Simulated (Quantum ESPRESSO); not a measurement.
# Bi in Quantum ESPRESSO: a series of runs

Runs on Bi. Level: PBE. Tasks: work function.

Everything below comes from runs of Quantum ESPRESSO 7.5. Logs are shortened: lines on timing, memory, paths and dates and some standing lists are left out, and cuts for length are marked.

## Step 1: The structure

The cell holds a slab with vacuum, 4 atoms: a = 4.539 Å, b = 4.539 Å, c = 32.744 Å, α = 90.00°, β = 90.00°, γ = 120.00°.

The slab is cut from a database's or a generator's crystal, which needn't be the stable form of the element.

## Step 2: Work function, PBE

The input, pw.in:

```
&CONTROL
  calculation = 'scf'
  prefix = 'pwscf'
  outdir = './tmp'
  pseudo_dir = './pseudo'
  tprnfor = .true.
  disk_io = 'low'
/
&SYSTEM
  ibrav = 0
  celldm(1) = 8
  nat = 4
  ntyp = 1
  ecutwfc = 59
  nbnd = 40
  occupations = 'smearing'
  smearing = 'fd'
  degauss = 0.00367493
/
&ELECTRONS
  conv_thr = 4d-09
  electron_maxstep = 150
  mixing_beta = 0.3
  mixing_mode = 'local-TF'
/
ATOMIC_SPECIES
Bi   208.9804 83_Bi_15_2.4_2.8_pbe_n_v1.0.upf
CELL_PARAMETERS alat
  1.0721834307628   0.0000000000000   0.0000000000000
 -0.5360917153602   0.9285380885587   0.0000000000000
  0.0000000000000   0.0000000000000   7.7345309202105
ATOMIC_POSITIONS crystal
Bi     0.6666666667    0.3333333334    0.2290530945
Bi     0.3333333333    0.6666666666    0.4096843648
Bi     0.6666666667    0.3333333334    0.5903156352
Bi     0.3333333333    0.6666666666    0.7709469055
K_POINTS automatic
4 4 1 0 0 0
```

The input, pp_density.in:

```
&INPUTPP
  prefix = 'pwscf'
  outdir = './tmp'
  filplot = 'density.dat'
  plot_num = 0
/
&PLOT
  nfile = 1
  filepp(1) = 'density.dat'
  iflag = 3
  output_format = 6
  fileout = 'density.cube'
/
```

The input, pp_potential.in:

```
&INPUTPP
  prefix = 'pwscf'
  outdir = './tmp'
  filplot = 'potential.dat'
  plot_num = 11
/
&PLOT
  nfile = 1
  filepp(1) = 'potential.dat'
  iflag = 3
  output_format = 6
  fileout = 'potential.cube'
/
```

The input, pp_elf.in:

```
&INPUTPP
  prefix = 'pwscf'
  outdir = './tmp'
  filplot = 'elf.dat'
  plot_num = 8
/
&PLOT
  nfile = 1
  filepp(1) = 'elf.dat'
  iflag = 3
  output_format = 6
  fileout = 'elf.cube'
/
```

Potentials or basis: SPMS 1.0 PBE.

Run with:

```bash
> OMP_NUM_THREADS=1 mpirun -n 2 pw.x -in pw.in > pw.out
> OMP_NUM_THREADS=1 mpirun -n 1 pp.x -in pp_density.in > pp_density.out
> OMP_NUM_THREADS=1 mpirun -n 1 pp.x -in pp_potential.in > pp_potential.out
> OMP_NUM_THREADS=1 mpirun -n 1 pp.x -in pp_elf.in > pp_elf.out
```

pw.out:

```text
This program is part of the open-source Quantum ESPRESSO suite
     for quantum simulation of materials; please cite
         "P. Giannozzi et al., J. Phys.:Condens. Matter 21 395502 (2009);
         "P. Giannozzi et al., J. Phys.:Condens. Matter 29 465901 (2017);
         "P. Giannozzi et al., J. Chem. Phys. 152 154105 (2020);
     in publications or presentations arising from this work. More details at

     Message from routine setup:
     using ibrav=0 with symmetry is DISCOURAGED, use correct ibrav instead

     Subspace diagonalization in iterative solution of the eigenvalue problem:
     a serial algorithm will be used

     --------------------
     sticks:   dense  smooth     PW     G-vecs:    dense   smooth      PW
     Min         594     594    168               120556   120556   17677
     Max         595     595    169               120575   120575   17690
     Sum        1189    1189    337               241131   241131   35367

     Using Slab Decomposition

     bravais-lattice index     =            0
     lattice parameter (alat)  =       8.0000  a.u.
     unit-cell volume          =    3942.5096 (a.u.)^3
     number of atoms/cell      =            4
     number of atomic types    =            1
     number of electrons       =        60.00
     number of Kohn-Sham states=           40
     kinetic-energy cutoff     =      59.0000  Ry
     charge density cutoff     =     236.0000  Ry
     scf convergence threshold =      4.0E-09
     mixing beta               =       0.3000
     number of iterations used =            8  local-TF  mixing
     Exchange-correlation= PBE
                           (   1   4   3   4   0   0   0)

     celldm(1)=   8.000000  celldm(2)=   0.000000  celldm(3)=   0.000000
     celldm(4)=   0.000000  celldm(5)=   0.000000  celldm(6)=   0.000000

     crystal axes: (cart. coord. in units of alat)
               a(1) = (   1.072183   0.000000   0.000000 )
               a(2) = (  -0.536092   0.928538   0.000000 )
               a(3) = (   0.000000   0.000000   7.734531 )

     reciprocal axes: (cart. coord. in units 2 pi/alat)
               b(1) = (  0.932676  0.538481 -0.000000 )
               b(2) = (  0.000000  1.076962  0.000000 )
               b(3) = (  0.000000 -0.000000  0.129290 )

     PseudoPot. # 1 for Bi read from file:
     83_Bi_15_2.4_2.8_pbe_n_v1.0.upf
     Pseudo is Norm-conserving + core correction, Zval = 15.0
     Generated using ONCVPSP code by D. R. Hamann
     Using radial grid of 1484 points,  6 beta functions with:
                l(1) =   0
                l(2) =   0
                l(3) =   1
                l(4) =   1
                l(5) =   2
                l(6) =   2

     atomic species   valence    mass     pseudopotential
     Bi               15.00   208.98040     Bi( 1.00)

     12 Sym. Ops., with inversion, found

   Cartesian axes

     site n.     atom                  positions (alat units)
         1        Bi     tau(   1) = (   0.5360917   0.3095127   1.7716182  )
         2        Bi     tau(   2) = (   0.0000000   0.6190254   3.1687164  )
         3        Bi     tau(   3) = (   0.5360917   0.3095127   4.5658145  )
         4        Bi     tau(   4) = (   0.0000000   0.6190254   5.9629127  )

     number of k points=     4  Fermi-Dirac smearing, width (Ry)=  0.0037
                       cart. coord. in units 2pi/alat
        k(    1) = (   0.0000000   0.0000000   0.0000000), wk =   0.1250000
        k(    2) = (   0.0000000   0.2692404   0.0000000), wk =   0.7500000
        k(    3) = (   0.0000000  -0.5384809   0.0000000), wk =   0.3750000
        k(    4) = (   0.2331691   0.4038607   0.0000000), wk =   0.7500000

     Dense  grid:   241131 G-vectors     FFT dimensions: (  45,  45, 320)

     Initial potential from superposition of free atoms

     starting charge      59.9966, renormalised to      60.0000

     negative rho (up, down):  6.355E-06 0.000E+00
     Starting wfcs are   36 randomized atomic wfcs +    4 random wfcs

     Self-consistent Calculation

     iteration #  1     ecut=    59.00 Ry     beta= 0.30
     Davidson diagonalization with overlap
     ethr =  1.00E-02,  avg # of iterations =  8.0

     Threshold (ethr) on eigenvalues was too large:
     Diagonalizing with lowered threshold

     Davidson diagonalization with overlap
     ethr =  5.16E-05,  avg # of iterations =  8.8

     negative rho (up, down):  1.950E-05 0.000E+00

     total energy              =    -613.31331426 Ry
     estimated scf accuracy    <       0.03301207 Ry

     iteration #  2     ecut=    59.00 Ry     beta= 0.30
     Davidson diagonalization with overlap
     ethr =  5.50E-05,  avg # of iterations =  1.0

     negative rho (up, down):  6.105E-05 0.000E+00

     total energy              =    -613.31181463 Ry
     estimated scf accuracy    <       0.01962224 Ry

     iteration #  3     ecut=    59.00 Ry     beta= 0.30
     Davidson diagonalization with overlap
     ethr =  3.27E-05,  avg # of iterations =  1.0

     negative rho (up, down):  1.461E-04 0.000E+00

     total energy              =    -613.31152925 Ry
     estimated scf accuracy    <       0.00656554 Ry

     iteration #  4     ecut=    59.00 Ry     beta= 0.30
     Davidson diagonalization with overlap
     ethr =  1.09E-05,  avg # of iterations =  2.0

     negative rho (up, down):  4.458E-04 0.000E+00

     total energy              =    -613.31151371 Ry
     estimated scf accuracy    <       0.00163142 Ry

     iteration #  5     ecut=    59.00 Ry     beta= 0.30
     Davidson diagonalization with overlap
     ethr =  2.72E-06,  avg # of iterations =  5.2

     negative rho (up, down):  4.870E-04 0.000E+00

     total energy              =    -613.31163445 Ry
     estimated scf accuracy    <       0.00027068 Ry

     iteration #  6     ecut=    59.00 Ry     beta= 0.30
     Davidson diagonalization with overlap
     ethr =  4.51E-07,  avg # of iterations =  2.5

     negative rho (up, down):  5.242E-04 0.000E+00

     total energy              =    -613.31169468 Ry
     estimated scf accuracy    <       0.00009622 Ry

     iteration #  7     ecut=    59.00 Ry     beta= 0.30
     Davidson diagonalization with overlap
     ethr =  1.60E-07,  avg # of iterations =  2.0

     negative rho (up, down):  4.364E-04 0.000E+00

     total energy              =    -613.31170852 Ry
     estimated scf accuracy    <       0.00001207 Ry

     iteration #  8     ecut=    59.00 Ry     beta= 0.30
     Davidson diagonalization with overlap
     ethr =  2.01E-08,  avg # of iterations =  2.0

     negative rho (up, down):  2.447E-04 0.000E+00

     total energy              =    -613.31169969 Ry
     estimated scf accuracy    <       0.00003248 Ry

     iteration #  9     ecut=    59.00 Ry     beta= 0.30
     Davidson diagonalization with overlap
     ethr =  2.01E-08,  avg # of iterations =  2.0

     negative rho (up, down):  1.390E-04 0.000E+00

     total energy              =    -613.31170284 Ry
     estimated scf accuracy    <       0.00000885 Ry

     iteration # 10     ecut=    59.00 Ry     beta= 0.30
     Davidson diagonalization with overlap
     ethr =  1.48E-08,  avg # of iterations =  1.8

     negative rho (up, down):  8.839E-08 0.000E+00

     total energy              =    -613.31170259 Ry
     estimated scf accuracy    <       0.00000054 Ry

     iteration # 11     ecut=    59.00 Ry     beta= 0.30
     Davidson diagonalization with overlap
     ethr =  9.06E-10,  avg # of iterations =  3.5

     negative rho (up, down):  2.636E-06 0.000E+00

     total energy              =    -613.31170271 Ry
     estimated scf accuracy    <       0.00000093 Ry

     iteration # 12     ecut=    59.00 Ry     beta= 0.30
     Davidson diagonalization with overlap
     ethr =  9.06E-10,  avg # of iterations =  1.0

     total energy              =    -613.31170274 Ry
     estimated scf accuracy    <       0.00000004 Ry

     iteration # 13     ecut=    59.00 Ry     beta= 0.30
     Davidson diagonalization with overlap
     ethr =  6.73E-11,  avg # of iterations =  2.8

     total energy              =    -613.31170275 Ry
     estimated scf accuracy    <          7.5E-09 Ry

     iteration # 14     ecut=    59.00 Ry     beta= 0.30
     Davidson diagonalization with overlap
     ethr =  1.25E-11,  avg # of iterations =  2.0

     End of self-consistent calculation

          k = 0.0000 0.0000 0.0000 ( 30271 PWs)   bands (ev):

   -23.8376 -23.8376 -23.8375 -23.8375 -23.8190 -23.8190 -23.8190 -23.8190
   -23.8188 -23.8188 -23.8188 -23.8188 -23.7724 -23.7724 -23.7724 -23.7724
   -23.7722 -23.7722 -23.7722 -23.7722 -11.3224 -11.3199 -11.3166 -11.3138
    -1.8499  -1.7369  -1.5835  -1.4450   0.4245   0.4245   0.4275   0.4275
     0.4312   0.4312   0.4344   0.4344   2.0901   2.3892   2.7896   3.2748

          k = 0.0000 0.2692 0.0000 ( 30202 PWs)   bands (ev):

   -23.8359 -23.8358 -23.8358 -23.8358 -23.8202 -23.8202 -23.8200 -23.8200
   -23.8193 -23.8193 -23.8191 -23.8191 -23.7723 -23.7723 -23.7721 -23.7721
   -23.7688 -23.7688 -23.7686 -23.7686 -11.1655 -11.1637 -11.1612 -11.1590
    -1.4960  -1.4223  -1.3484  -1.3064  -1.3027  -1.2710  -1.2231  -1.1502
     0.0475   0.0540   0.0623   0.0692   3.0845   3.3243   3.5939   4.0298

          k = 0.0000-0.5385 0.0000 ( 30112 PWs)   bands (ev):

   -23.8341 -23.8341 -23.8341 -23.8341 -23.8214 -23.8214 -23.8212 -23.8212
   -23.8197 -23.8197 -23.8194 -23.8194 -23.7721 -23.7721 -23.7719 -23.7719
   -23.7653 -23.7653 -23.7650 -23.7650 -10.9928 -10.9922 -10.9912 -10.9903
    -2.3710  -2.3630  -2.3522  -2.3427  -0.9783  -0.9404  -0.8958  -0.8618
    -0.2666  -0.2586  -0.2486  -0.2403   3.6530   3.6662   3.8583   3.9618

          k = 0.2332 0.4039 0.0000 ( 30152 PWs)   bands (ev):

   -23.8340 -23.8340 -23.8339 -23.8339 -23.8210 -23.8210 -23.8207 -23.8207
   -23.8201 -23.8201 -23.8199 -23.8199 -23.7705 -23.7705 -23.7703 -23.7703
   -23.7670 -23.7670 -23.7667 -23.7667 -10.9944 -10.9936 -10.9925 -10.9915
    -1.9834  -1.9761  -1.9660  -1.9568  -1.0308  -1.0288  -1.0259  -1.0094
    -0.9964  -0.9482  -0.8913  -0.8471   4.0991   4.1000   4.1650   4.4138

     the Fermi energy is    -1.0695 ev

!    total energy              =    -613.31170276 Ry
     estimated scf accuracy    <          1.2E-09 Ry
     smearing contrib. (-TS)   =      -0.01277122 Ry
     internal energy E=F+TS    =    -613.29893154 Ry

     The total energy is F=E-TS. E is the sum of the following terms:
     one-electron contribution =   -1043.32772004 Ry
     hartree contribution      =     528.19387609 Ry
     xc contribution           =    -149.10228713 Ry
     ewald contribution        =      50.93719955 Ry

     convergence has been achieved in  14 iterations

     Forces acting on atoms (cartesian axes, Ry/au):

     atom    1 type  1   force =     0.00000000   -0.00000000    0.00075619
     atom    2 type  1   force =     0.00000000    0.00000000    0.00010999
     atom    3 type  1   force =     0.00000000    0.00000000   -0.00010999
     atom    4 type  1   force =     0.00000000   -0.00000000   -0.00075619

     Total force =     0.001081     Total SCF correction =     0.000048

=------------------------------------------------------------------------------=
   JOB DONE.
=------------------------------------------------------------------------------=
```

It took 94 s on 2 MPI ranks of Arm Neoverse V1, shared host; peak memory 0.48 GiB.

Results:

```yaml
Free_energy: -8344.5308 eV
Largest_force: 0.019 eV/Å
Band_gap_on_the_k_mesh: none (metal or under the smearing width)
Work_function_of_the_upper_face: 4.76 eV
Work_function_of_the_lower_face: 4.76 eV
```

Forces on the atoms (eV/Å):
```
Bi   0.000  0.000  0.019
Bi   0.000  0.000  0.003
Bi   0.000  0.000 -0.003
Bi   0.000  0.000 -0.019
```

Caveat: the k mesh is coarse (spacing up to 0.40 Å⁻¹), so the values aren't converged; spin-orbit coupling is left out, which moves the levels of the heavy elements.

## Step 3: Work function, PBE

pw.in, as its differences from that of step 2:

```diff
@@ -13,3 +13,4 @@
   ntyp = 1
-  ecutwfc = 59
+  ecutwfc = 55
+  ecutrho = 440
   nbnd = 40
@@ -26,3 +27,3 @@
 ATOMIC_SPECIES
-Bi   208.9804 83_Bi_15_2.4_2.8_pbe_n_v1.0.upf
+Bi   208.9804 Bi_pbe_v1.uspp.F.UPF
 CELL_PARAMETERS alat
```

pp_density.in is that of step 2.

pp_potential.in is that of step 2.

Potentials or basis: SSSP 1.3 efficiency PBE.

Run with:

```bash
> OMP_NUM_THREADS=1 mpirun -n 2 pw.x -in pw.in > pw.out
> OMP_NUM_THREADS=1 mpirun -n 1 pp.x -in pp_density.in > pp_density.out
> OMP_NUM_THREADS=1 mpirun -n 1 pp.x -in pp_potential.in > pp_potential.out
```

pw.out:

```text
This program is part of the open-source Quantum ESPRESSO suite
     for quantum simulation of materials; please cite
         "P. Giannozzi et al., J. Phys.:Condens. Matter 21 395502 (2009);
         "P. Giannozzi et al., J. Phys.:Condens. Matter 29 465901 (2017);
         "P. Giannozzi et al., J. Chem. Phys. 152 154105 (2020);
     in publications or presentations arising from this work. More details at

     Message from routine setup:
     using ibrav=0 with symmetry is DISCOURAGED, use correct ibrav instead

     Subspace diagonalization in iterative solution of the eigenvalue problem:
     a serial algorithm will be used

     --------------------
     sticks:   dense  smooth     PW     G-vecs:    dense   smooth      PW
     Min        1116     561    156               307326   108586   16086
     Max        1117     562    157               307331   108589   16097
     Sum        2233    1123    313               614657   217175   32183

     Using Slab Decomposition

[... 272 lines left out ...]

   -24.0358 -24.0358 -24.0355 -24.0355 -24.0251 -24.0251 -24.0247 -24.0247
   -24.0243 -24.0242 -24.0239 -24.0239 -23.9827 -23.9827 -23.9824 -23.9824
   -23.9792 -23.9792 -23.9789 -23.9789 -11.1813 -11.1805 -11.1794 -11.1784
    -2.1698  -2.1625  -2.1524  -2.1432  -1.2170  -1.2150  -1.2119  -1.1956
    -1.1821  -1.1335  -1.0765  -1.0323   3.9116   3.9126   3.9771   4.2681

     the Fermi energy is    -1.2554 ev

!    total energy              =    -740.40535667 Ry
     estimated scf accuracy    <          1.2E-09 Ry
     smearing contrib. (-TS)   =      -0.01276444 Ry
     internal energy E=F+TS    =    -740.39259223 Ry

     The total energy is F=E-TS. E is the sum of the following terms:
     one-electron contribution =   -1092.04927026 Ry
     hartree contribution      =     558.06359562 Ry
     xc contribution           =    -257.34411715 Ry
     ewald contribution        =      50.93719956 Ry

     convergence has been achieved in  19 iterations

     negative rho (up, down):  1.714E-01 0.000E+00

     Forces acting on atoms (cartesian axes, Ry/au):

     atom    1 type  1   force =    -0.00000000    0.00000000    0.00078021
     atom    2 type  1   force =     0.00000000    0.00000000    0.00008450
     atom    3 type  1   force =     0.00000000   -0.00000000   -0.00008450
     atom    4 type  1   force =     0.00000000   -0.00000000   -0.00078021

     Total force =     0.001110     Total SCF correction =     0.000111
     SCF correction compared to forces is large: reduce conv_thr to get better values

=------------------------------------------------------------------------------=
   JOB DONE.
=------------------------------------------------------------------------------=
```

pp_density.out:

```text
This program is part of the open-source Quantum ESPRESSO suite
     for quantum simulation of materials; please cite
         "P. Giannozzi et al., J. Phys.:Condens. Matter 21 395502 (2009);
         "P. Giannozzi et al., J. Phys.:Condens. Matter 29 465901 (2017);
         "P. Giannozzi et al., J. Chem. Phys. 152 154105 (2020);
     in publications or presentations arising from this work. More details at

     IMPORTANT: XC functional enforced from input :
     Exchange-correlation= PBE
                           (   1   4   3   4   0   0   0)
     Any further DFT definition will be discarded
     Please, verify this is what you really want

     G-vector sticks info
     --------------------
     sticks:   dense  smooth     PW     G-vecs:    dense   smooth      PW
     Sum        2233    1123    313               614657   217175   32183

     Using Slab Decomposition

     Check: negative core charge=   -0.000002

     negative rho (up, down):  1.714E-01 0.000E+00

     Calling punch_plot, plot_num =   0
     Writing data to file  density.dat
     Reading data from file  density.dat

     Writing data to be plotted to file density.cube
     Plot Type: 3D                     Output format: Gaussian cube

=------------------------------------------------------------------------------=
   JOB DONE.
=------------------------------------------------------------------------------=
```

It took 3.1 min on 2 MPI ranks of Arm Neoverse V1, shared host; peak memory 2.2 GiB.

Results:

* Free energy: -10073.7281 eV
* Largest force: 0.020 eV/Å
* Band gap on the k mesh: none (metal or under the smearing width)
* Work function of the upper face: 4.76 eV
* Work function of the lower face: 4.76 eV

Forces in eV/Å, atoms in the order of the input:
```
Bi   0.000  0.000  0.020
Bi   0.000  0.000  0.002
Bi   0.000  0.000 -0.002
Bi   0.000  0.000 -0.020
```

Caveat: the k mesh is coarse (spacing up to 0.40 Å⁻¹), so the values aren't converged; spin-orbit coupling is left out, which moves the levels of the heavy elements.
